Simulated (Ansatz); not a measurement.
A run of Ansatz 0.2.0 is set up as follows.

File input.yaml:

```yaml
crystal:
  lattice:
    - [3.112861506, 0.0, 0.0]
    - [-1.556430753, 2.6958171426, 0.0]
    - [0.0, 0.0, 4.869841]
  atoms:
    - { symbol: Ta, position: [0.3333333333, 0.6666666667, 0.254711] }
    - { symbol: Ta, position: [0.6666666667, 0.3333333333, 0.745289] }
    - { symbol: "N", position: [0.0, 0.0, 0.0] }
hamiltonian:
  xc: revpbe
  pseudopotentials: { kind: paw }
  dispersion: d4
kpoints:
  mp_grid: { grid: [10, 10, 6] }
scf:
  occupations: { method: fermi_dirac, width: 0.05 }
output:
  forces: true
  stress: true
  eigenvalues: true
relax:
  f_tol: 0.01
  max_steps: 40
  cell: { stress_tol: 0.05 }
```

Potentials or basis: Ansatz PAW.

Launch:

```sh
$ ansatz run input.yaml --threads 2 --pin off --max-ram 5632MiB --backend cpu --events-out ev --progress --plain --runs-dir out
```

Task: Predict the relaxed volume.

Result: 13.39 Å³/atom.

Task: What does it give for the relaxed cell?

Result: a = 3.083 Å, b = 3.083 Å, c = 4.881 Å, α = 90.00°, β = 90.00°, γ = 120.00°.

Final structure:
```xyz
3
Lattice="3.0828 0.0000 0.0000 -1.5414 2.6697 0.0000 0.0000 0.0000 4.8807" Properties=species:S:1:pos:R:3 pbc="T T T"
Ta    0.0000    1.7798    1.2516
Ta    1.5414    0.8899    3.6291
N     0.0000    0.0000    0.0000
```

Caveat: pairwise dispersion overbinds metals, which lowers pressure and volume; the PAW data sets come from PBE, with cores solved anew for the run's functional, which leaves a small shift of forces and pressure. The run has no spin-orbit coupling, so splittings on Ta are missing.
